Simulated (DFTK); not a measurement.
Here is a DFTK 0.8.2 calculation.

Contents of run.jl:

```julia
using DFTK
using PseudoPotentialData
using Unitful, UnitfulAtomic
using LinearAlgebra, Printf
include("save.jl")
disable_threading()

# lattice vectors are the columns
lattice = austrip(1u"Å") * [  2.7513778946  -1.3756889473            0.0;
                      0.0   2.3827631521            0.0;
                      0.0            0.0        4.46229]
symbols   = [:Ir, :Ir]
positions = [[0.3333333333, 0.6666666667, 0.25],
             [0.6666666667, 0.3333333333, 0.75]]
pseudopotentials = PseudoFamily("cp2k.nc.sr.pbe.v0_1.largecore.gth")
elements = Dict(s => ElementPsp(s, pseudopotentials) for s in unique(symbols))
atoms    = [elements[s] for s in symbols]

build_model(lattice, positions; symmetries=true) =
    model_DFT(lattice, atoms, positions;
              functionals=PBE(),
              temperature=austrip(0.05u"eV"),
              smearing=Smearing.FermiDirac(),
              symmetries)
Ecut  = 38.0  # hartree
kgrid = [11, 11, 6]
tol   = 1e-6
to_GPa = ustrip(uconvert(u"GPa", 1u"hartree/bohr^3"))

model = build_model(lattice, positions)
basis = PlaneWaveBasis(model; Ecut, kgrid)
display(basis)
scfres = self_consistent_field(basis;
                               tol,
                               nbandsalg=AdaptiveBands(model; n_bands_converge=14))
display(scfres.energies)
@printf "Fermi level: %.6f eV\n" ustrip(auconvert(u"eV", something(scfres.εF, NaN)))
forces = compute_forces_cart(scfres)
println("Forces (eV/Å)")
for (s, f) in zip(symbols, forces)
    @printf "%-3s %12.6f %12.6f %12.6f\n" s ustrip.(auconvert.(u"eV/Å", f))...
end
stress = compute_stresses_cart(scfres)
println("Stress (GPa)")
display(round.(stress * to_GPa; digits=4))
println("Levels at the first k-point (eV): ", round.(ustrip.(auconvert.(u"eV", scfres.eigenvalues[1][1:scfres.n_bands_converge])); digits=4))
save_scf!(scfres; forces, stress)
```

Potentials or basis: cp2k.nc.sr.pbe.v0_1.largecore.gth (PBE, GTH, large core).

Command:

```console
$ julia --threads=1 run.jl  # save.jl only writes the numbers to a file and isn't shown; printed stress counts tension as positive; times include loading and compiling
```

(1) What does it give for the band gap on the k mesh?

(2) What does it give for the pressure?

Answers

(1) none (metal or under the smearing width).

(2) 14.1 GPa.

Caveat: GTH potentials come without recommended cutoffs, and this one wasn't checked for convergence; this set keeps more shells in the core, which shifts pressures and gaps.
